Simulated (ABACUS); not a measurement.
## V: single point with PBE

Crystal: V.

```xyz
1
Lattice="-1.5144 1.5144 1.5144 1.5144 -1.5144 1.5144 1.5144 1.5144 -1.5144" Properties=species:S:1:pos:R:3 pbc="T T T"
V     0.0000    0.0000    0.0000
```

```yaml
Program: ABACUS 3.10.1
Task: single point
Functional: PBE
Potentials_or_basis: PseudoDojo NC SR 0.4.1 PBE standard
Cutoff: 1361 eV
Density_cutoff: 5442 eV
Basis: DZP LCAO (the cutoffs set its grid)
k_mesh: 12 × 12 × 12
Occupations: fermi-dirac, width 0.05 eV
Spin: collinear spin, ferromagnetic start
Starting_moments: "[2.0] μB"
Orbital_files: V V_confined-atom_7au_3s2p2d1f.orb
Radial_cutoff_of_the_potentials_pseudo_rcut: 10 bohr
SCF_threshold_on_the_density: 1e-07
Max_SCF_steps: 100
Eigensolver: genelpa
Mixing: broyden
Mixing_share: 0.4
Symmetry_key: 1
```

```json
{
  "Pressure": "-4.4 GPa",
  "Band gap on the k mesh": "none (metal or under the smearing width)",
  "Net moment": "0.00 μB per cell",
  "Absolute moment": "0.00 μB per cell"
}
```

Levels at points of the mesh, in eV from the Fermi level:
Spin up:
| k point | band 2 | band 3 | band 4 | band 5 | band 6 | band 7 | band 8 | band 9 | band 10 | band 11 |
| --- | --- | --- | --- | --- | --- | --- | --- | --- | --- | --- |
| (0.00, 0.00, 0.00) | -37.11 | -37.11 | -37.11 | -6.53 | 0.43 | 0.43 | 0.43 | 2.39 | 2.39 | 20.58 |
| (0.50, 0.50, 0.00) | -37.93 | -37.37 | -37.11 | -3.07 | -1.07 | 1.53 | 2.35 | 2.70 | 3.98 | 9.85 |
| (0.50, 0.50, 0.50) | -37.67 | -37.67 | -37.67 | -2.86 | -2.86 | 3.60 | 3.60 | 3.60 | 9.92 | 9.92 |
Spin down:
```tsv
k point	band 3	band 4	band 5	band 6	band 7	band 8	band 9	band 10
(0.00, 0.00, 0.00)	-37.11	-37.11	-6.53	0.43	0.43	0.43	2.39	2.39
(0.50, 0.50, 0.00)	-37.37	-37.11	-3.07	-1.07	1.53	2.35	2.70	3.98
(0.50, 0.50, 0.50)	-37.67	-37.67	-2.86	-2.86	3.60	3.60	3.60	9.92
```

Run time: 9.2 s on 4 MPI ranks on AMD EPYC 9B14 (Zen 4), on a shared host, peak memory 0.4 GiB a rank.

Caveat: the atomic orbitals were generated for these runs and aren't a published set; the basis of atomic orbitals isn't converged, which shifts pressures, moduli and gaps.
